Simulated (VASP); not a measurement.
Here is a VASP 6.6.1 calculation.

File INCAR:

```
PREC = Accurate
ENCUT = 520
EDIFF = 1E-6
ISMEAR = 0
SIGMA = 0.1
LREAL = False
LASPH = True
NELM = 60
ALGO = Fast
ISIF = 2
LWAVE = False
LCHARG = False
GGA = PE
IVDW = 12
NBANDS = 25
```

The input KPOINTS:

```
regular mesh
0
Gamma
  9 9 14
```

The input POSCAR:

```
Hg
1.0
    5.3261378975      0.0000000000      0.0000000000
   -2.6630689488      4.6125707233      0.0000000000
    0.0000000000      0.0000000000      3.1389071664
Hg
3
Direct
    0.3333333333      0.6666666667      0.5000000000
    0.0000000000      0.0000000000      0.0000000000
    0.6666666667      0.3333333333      0.5000000000
```

Potentials or basis: VASP PAW PBE potentials, release 64 (Hg).

Run with:

```console
$ cat potpaw_PBE.64/Hg/POTCAR > POTCAR
$ mpirun -np 1 vasp_std > vasp.out
```

Task: Estimate the band gap on the k mesh.

Result: None (metal or under the smearing width).

Task: Estimate the dispersion energy per atom.

Result: -0.408 eV.

 The run has no spin-orbit coupling, so splittings on Hg are missing.
